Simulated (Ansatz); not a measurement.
# CsCl: a relaxation

Wanted: a converged relaxation for CsCl, and a check of what comes out. The structure is shown as the input types it.

Program: Ansatz 0.2.0. Level of theory: DFT, r2SCAN, PAW with Ansatz's default frozen-core files, scalar-relativistic; relaxation of cell and atoms. These are calculated values, not measurements.

### 1 Starting point

The structure is cubic, space group Pm-3m (No. 221). The conventional cell has a = 4.123 Å, b = 4.123 Å, c = 4.123 Å, α = 90.00°, β = 90.00°, γ = 90.00°. Cs (site symmetry m-3m) is surrounded by 8 Cl at 3.57 Å. Cl (site symmetry m-3m) is surrounded by 8 Cs at 3.57 Å.

As a file:

```
CELL_PARAMETERS angstrom
4.12300 0.00000 0.00000
0.00000 4.12300 0.00000
0.00000 0.00000 4.12300
ATOMIC_POSITIONS crystal
Cs 0.00000 0.00000 0.00000
Cl 0.50000 0.50000 0.50000
```

### 2 Running it

Input file input.yaml:

```yaml
crystal:
  lattice:
    - [4.123, 0.0, 0.0]
    - [0.0, 4.123, 0.0]
    - [0.0, 0.0, 4.123]
  atoms:
    - { symbol: Cs, position: [0.0, 0.0, 0.0] }
    - { symbol: Cl, position: [0.5, 0.5, 0.5] }
kpoints:
  mp_grid: { grid: [6, 6, 6] }
scf:
  occupations: { method: fixed }
  max_iter: 75
hamiltonian:
  xc: r2scan
  pseudopotentials: { kind: paw }
relax:
  f_tol: 0.002
  max_steps: 80
  cell: {}
  max_displacement: 2.0
output:
  forces: true
  stress: true
  write_density: true
  write_potential: true
  elf: true
  volumetric_format: npy
```

Run with:

```sh
$ ansatz run input.yaml --threads 1 --pin off --max-ram 3072MiB --backend cpu --events-out ev --progress --plain --runs-dir out
```

What it wrote (excerpt; [...] marks lines left out):

```text
[...]
Pseudopotentials: kind: paw
Pseudopotential: Cs, paw, valence charge 9, recommended cutoff 500 eV (meta_gga), Cs.paw.azcp
Pseudopotential: Cl, paw, valence charge 7, recommended cutoff 500 eV (meta_gga), Cl.paw.azcp
Functional definition: r2SCAN
[...]
Crystal: 2 atoms, lattice volume = 70.087 Å³
Basis set: ecut = 500 eV, 1791 PW (Γ), exchange–correlation on 128×128×128 points (64 copies of the dense FFT grid, shifted against one another)
Bands: 12, of which v1, the nominal top of the filled ones, is band 8 counted from 1 (7 counted from 0)
Symmetry: 48 space group operations
Space group: Pm-3m (ITA 221), of the structure as read, at distance tolerance 4.1e-5 Å
k-points: 20 of 216
[...]
SCF iter   1: F=—  HF=-6773.922188 eV  |F-HF|=—  |Δ(HF+E_count)|=         —  Δρ=3.77e-3  dr2=8.64e-3  dr2_τ=1.38e-3  ethr=1.77e-3  ⟨swp⟩=6.2  Hψ=1394  notcnv=0  defer=31
[...]
relax step   1: F+E_penalty+E_count = -6773.93792743 eV  Δ(F+E_penalty+E_count) = +0.000e0 eV  max|allowed force component| = 3.698e-30 eV/Å  Δτ_max = 0.0000 Å  P = +0.239 GPa  Ω = 70.087 Å³  (6 SCF iters, dr2 threshold 1.00e-7 eV, accepted)
[...]
relax step   3: F+E_penalty+E_count = -6773.93855161 eV  Δ(F+E_penalty+E_count) = -1.586e-4 eV  max|allowed force component| = 2.695e-30 eV/Å  Δτ_max = 0.0000 Å  P = +0.003 GPa  Ω = 70.967 Å³  energy of the carried Pulay correction = -3.230e-5 eV  (4 SCF iters, dr2 threshold 3.72e-8 eV, accepted)
[...]
relax step   4: F+E_penalty+E_count = -6773.93858368 eV  Δ(F+E_penalty+E_count) = -3.207e-5 eV  max|allowed force component| = 3.813e-30 eV/Å  Δτ_max = 0.0000 Å  P = +0.003 GPa  Ω = 70.967 Å³  stress off target by 3.13e-3 GPa  SCF on the basis re-selected at this cell (its energy is not [...]
SCF converged after 6 iterations
Free energy (F): -6773.938584 eV
[...]
E sigma→0 (E₀):  -6773.938584 eV
Fermi energy:    2.534452 eV
[...]
--- Forces (eV/Å), atoms counted from 1 ---
  atom   1  Cs    -0.00000000     0.00000000     0.00000000
  atom   2  Cl    -0.00000000     0.00000000     0.00000000
[...]
--- Stress (GPa, compression-positive) ---
        0.003129       0.000000       0.000000
        0.000000       0.003129       0.000000
        0.000000       0.000000       0.003129
  P = ⅓ Tr σ = 0.0031 GPa (0.031 kbar)
--- Band table (eV; the first three rows and the last of 20) ---
  k-point 0: bands = ["-17.3454", "-10.1682", "-3.4787", "-3.4787", "-3.4787", "2.5345", "2.5345", "2.5345", "8.4473", "8.4473", "8.5455", "13.2412"]
[...]
--- Relaxed structure (3 steps of the walk, 3 accepted, 1 SCFs on fresh bases) ---
  F+E_penalty+E_count = -6773.93858368 eV   max|allowed force component| = 3.813e-30 eV/Å   (the final SCF, on the basis selected at the relaxed cell)
  cell:  # Å, volume = 70.9670 Å³
    - [4.140175372593304, 5.757728062907673e-34, -3.3703774026776627e-34]
    - [8.325634655423987e-34, 4.140175372593304, 0.0]
    - [4.81482486096809e-35, 0.0, 4.140175372593304]
  atoms:
    - { symbol: Cs, position: [7.785309824541668e-36, -7.298727960495645e-37, -7.298727960371731e-37] }
    - { symbol: Cl, position: [0.49999999999999994, 0.49999999999999994, 0.49999999999999994] }
```

Wall time 12 s (1 thread of Arm Neoverse V1, shared host); peak memory 0.47 GiB.

### 3 Can this be trusted?

The run converged and reported no error. Convergence says nothing about whether the input makes sense.

Look at the input: relax.max_displacement is 2.0. The risk: steps too long. It still converged here, which does not make the setting sound.

Run again and compare: delete relax.max_displacement (the default then holds).

### 4 Second run, to compare

Other changes include kpoints.mp_grid, scf.occupations, scf.max_iter.

Changes to input.yaml since step 2:

```diff
@@ -9,6 +9,5 @@
 kpoints:
-  mp_grid: { grid: [6, 6, 6] }
+  mp_grid: { grid: [8, 8, 8] }
 scf:
-  occupations: { method: fixed }
-  max_iter: 75
+  occupations: { method: fermi_dirac, width: 0.1 }
 hamiltonian:
@@ -20,3 +19,2 @@
   cell: {}
-  max_displacement: 2.0
 output:
```

Run with:

```sh
$ ansatz run input.yaml --threads 1 --pin off --max-ram 3072MiB --backend cpu --events-out ev --progress --plain --runs-dir out
```

The main lines of its log:

```text
[...]
Basis set: ecut = 500 eV, 1791 PW (Γ), exchange–correlation on 128×128×128 points (64 copies of the dense FFT grid, shifted against one another)
[...]
k-points: 35 of 512
[...]
SCF iter   1: F=—  HF=-6773.922132 eV  |F-HF|=—  |Δ(HF+E_count)|=         —  Δρ=3.75e-3  dr2=8.50e-3  dr2_τ=1.39e-3  ethr=1.77e-3  ⟨swp⟩=7.5  Hψ=2910  notcnv=0
preconditioner: auto → none  [insulator: Δε(μ)=5.953 eV  Ē_g=12.947 eV  σ=0.100 eV  W_gap=1.00  n_scr=6 (ndim 8)  ℏωp=16.6 eV  f_vac=0.000  D(μ)=0.00/eV (n_scr^D=0)  ε∞_Penn≈2.6]
SCF iter   2: F=—  HF=-6773.937982 eV  |F-HF|=—  |Δ(HF+E_count)|=   1.59e-2  Δρ=1.51e-3  dr2=9.53e-4  dr2_τ=7.75e-5  ethr=5.31e-5  ⟨swp⟩=2.0  Hψ=1092  notcnv=0
[...]
relax step   1: F+E_penalty+E_count = -6773.93792911 eV  Δ(F+E_penalty+E_count) = +0.000e0 eV  max|allowed force component| = 5.752e-31 eV/Å  Δτ_max = 0.0000 Å  P = +0.239 GPa  Ω = 70.087 Å³  (6 SCF iters, dr2 threshold 1.00e-7 eV, accepted)
[...]
relax step   2: F+E_penalty+E_count = -6773.93839456 eV  Δ(F+E_penalty+E_count) = -4.654e-4 eV  max|allowed force component| = 1.841e-30 eV/Å  Δτ_max = 0.0000 Å  P = +0.122 GPa  Ω = 70.515 Å³  energy of the carried Pulay correction = -1.581e-5 eV  (4 SCF iters
[...]
relax step   3: F+E_penalty+E_count = -6773.93855310 eV  Δ(F+E_penalty+E_count) = -1.585e-4 eV  max|allowed force component| = 3.944e-31 eV/Å  Δτ_max = 0.0000 Å  P = +0.003 GPa  Ω = 70.967 Å³  energy of the carried Pulay correction = -3.237e-5 eV  (4 SCF iters
[...]
SCF iter   4: F=—  HF=-6773.938587 eV  |F-HF|=—  |Δ(HF+E_count)|=   3.09e-8  Δρ=2.59e-7  dr2=5.30e-11  dr2_τ=8.24e-12  ethr=2.71e-12  ⟨swp⟩=2.0  Hψ=700  notcnv=0
SCF iter   5: F=-6773.938587 eV  HF=-6773.938587 eV  |F-HF|=8.19e-12  |Δ(HF+E_count)|=  1.46e-11  Δρ=5.80e-8  dr2=1.40e-12  dr2_τ=6.25e-13  ethr=1.00e-12  ⟨swp⟩=6.3  Hψ=1953  notcnv=0
[...]
relax step   4: F+E_penalty+E_count = -6773.93858669 eV  Δ(F+E_penalty+E_count) = -3.358e-5 eV  max|allowed force component| = 4.520e-31 eV/Å  Δτ_max = 0.0000 Å  P = +0.003 GPa  Ω = 70.967 Å³  stress off target by 3.11e-3 GPa  SCF on the basis re-selected at t
[...]
SCF converged after 5 iterations
Free energy (F): -6773.938587 eV
[...]
E sigma→0 (E₀):  -6773.938587 eV
Fermi energy:    5.650345 eV
[...]
  P = ⅓ Tr σ = 0.0031 GPa (0.031 kbar)
[...]
--- Relaxed structure (3 steps of the walk, 3 accepted, 1 SCFs on fresh bases) ---
[...]
```

Wall time 18 s (1 thread of Arm Neoverse V1, shared host); peak memory 0.5 GiB.

Density in a lattice plane of the grid's cell (edges 4.14 and 4.14 Å, at 0.500 of the third edge), which holds Cl.

Ten even steps from '0' (0.02 e/Å³) to '9' (1.75 e/Å³):
```
000000000000000000000000
000000000000000000000000
000000000000000000000000
000000000011111000000000
000000001122222110000000
000000012345554321000000
000000123578887532100000
000001235899899853210000
000001247985458974210000
000001248973137984210000
000001247985458974210000
000001235899899853210000
000000123578887532100000
000000012345554321000000
000000001122222110000000
000000000011111000000000
000000000000000000000000
000000000000000000000000
000000000000000000000000
000000000000000000000000
```
Columns run along the first of these edges and rows up along the second, over one cell in 24 and 20 even steps from the bottom left corner. Atoms in the plane (fractional): Cl at (0.50, 0.50).

ELF in the same plane.

Values, 12 rows by 12 columns:
```
0.01 0.01 0.01 0.02 0.06 0.13 0.16 0.13 0.06 0.02 0.01 0.01
0.01 0.01 0.03 0.15 0.42 0.58 0.63 0.58 0.42 0.15 0.03 0.01
0.01 0.02 0.15 0.51 0.74 0.82 0.83 0.82 0.74 0.51 0.15 0.02
0.01 0.06 0.42 0.74 0.85 0.87 0.87 0.87 0.85 0.74 0.42 0.06
0.02 0.13 0.58 0.82 0.87 0.78 0.63 0.78 0.87 0.82 0.58 0.13
0.02 0.16 0.63 0.83 0.87 0.63 0.30 0.63 0.87 0.83 0.63 0.16
0.02 0.13 0.58 0.82 0.87 0.78 0.63 0.78 0.87 0.82 0.58 0.13
0.01 0.06 0.42 0.74 0.85 0.87 0.87 0.87 0.85 0.74 0.42 0.06
0.01 0.02 0.15 0.51 0.74 0.82 0.83 0.82 0.74 0.51 0.15 0.02
0.01 0.01 0.03 0.15 0.42 0.58 0.63 0.58 0.42 0.15 0.03 0.01
0.01 0.01 0.01 0.02 0.06 0.13 0.16 0.13 0.06 0.02 0.01 0.01
0.01 0.01 0.01 0.01 0.01 0.02 0.02 0.02 0.01 0.01 0.01 0.01
```
Columns run along the first of these edges and rows up along the second, over one cell in 12 and 12 even steps from the bottom left corner. Atoms in the plane (fractional): Cl at (0.50, 0.50).

Both are smooth fields of the valence electrons: close to the nuclei they are not physical.

Maxima of ELF outside the ion cores: 0.87 in the shell around Cl, 0.8 Å from Cl.

```tsv
run	ending	energy change	pressure (GPa)	gap (eV)	force (eV/Å)	cycles	time
first try	converged	0.0 meV/atom (σ→0)	0.0	5.91	0.00	20	12 s
second try	converged	0	0.0	5.91	0.00	19	18 s
```

### 5 Results

| quantity | value |
| --- | --- |
| first try | converged |
| setting under test | max_displacement 2.0 |
| second try | converged |
| energy (zero set by the potentials) | -6773.9386 eV |
| pressure | 0.00 GPa |
| gap on the mesh | 5.91 eV |
| largest force | 0.000 eV/Å |

Both runs end at the same energy: the doubtful setting did not spoil the result here. The gap of the reference lacks spin-orbit coupling, though the cell holds Cs.

The gaps are Kohn-Sham values of a semilocal functional, not quasiparticle or optical gaps. Such gaps usually fall short of the measured ones.
